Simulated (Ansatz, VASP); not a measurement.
## ZnO (zincite) in VASP and in Ansatz

Contents of INCAR:

```
PREC = Accurate
ENCUT = 520
EDIFF = 1E-6
ISMEAR = 0
SIGMA = 0.01
LREAL = F
LASPH = T
NELM = 100
ALGO = Fast
ISIF = 2
LWAVE = F
LCHARG = T
GGA = PE
LELF = T
LVHAR = T
NBANDS = 26
```

Contents of KPOINTS:

```
regular mesh
0
Gamma
  6 6 4
```

File POSCAR:

```
ZnO
1.0
    3.2493080000      0.0000000000      0.0000000000
   -1.6246540000      2.8139832727      0.0000000000
    0.0000000000      0.0000000000      5.2057090000
Zn O
2 2
Direct
    0.3333330000      0.6666670000      0.5000000000
    0.6666670000      0.3333330000      0.0000000000
    0.6666670000      0.3333330000      0.3790100000
    0.3333330000      0.6666670000      0.8790100000
```

Input for Ansatz:

```yaml
crystal:
  lattice:
    - [3.249308, 0.0, 0.0]
    - [-1.6246539999999994, 2.813983272720007, 0.0]
    - [0.0, 0.0, 5.205709]
  atoms:
    - { symbol: Zn, position: [0.333333, 0.666667, 0.5] }
    - { symbol: Zn, position: [0.666667, 0.333333, 0.0] }
    - { symbol: O, position: [0.666667, 0.333333, 0.37901] }
    - { symbol: O, position: [0.333333, 0.666667, 0.8790099999999998] }
basis:
  ecutwfc: 450.0
kpoints:
  mp_grid:
    grid: [6, 6, 4]
    shift: [0.0, 0.0, 0.0]
hamiltonian:
  xc: pbe
  pseudopotentials:
    kind: paw
scf:
  occupations:
    method: fixed
output:
  stress: true
```

Alike in both runs: task single point; functional PBE; k mesh 6 × 6 × 4; no spin polarisation.

```csv
,VASP,Ansatz
version,VASP 6.6.1,Ansatz 0.2.0
potentials or method,"VASP PAW PBE potentials, release 64 (Zn, O)","plane waves, PAW"
plane-wave cutoff (eV),520,450
occupations,"gaussian, width 0.01 eV",fixed
valence electrons in the cell,36,36
```

|  | VASP | Ansatz | Ansatz less VASP |
| --- | --- | --- | --- |
| pressure (GPa) | 5.9 | 4.9 | -1.05 |
| largest component of the traceless stress (GPa) | 1.16 | 1.11 | -0.043 |

Ansatz warned: «structure_snapped_to_symmetry».
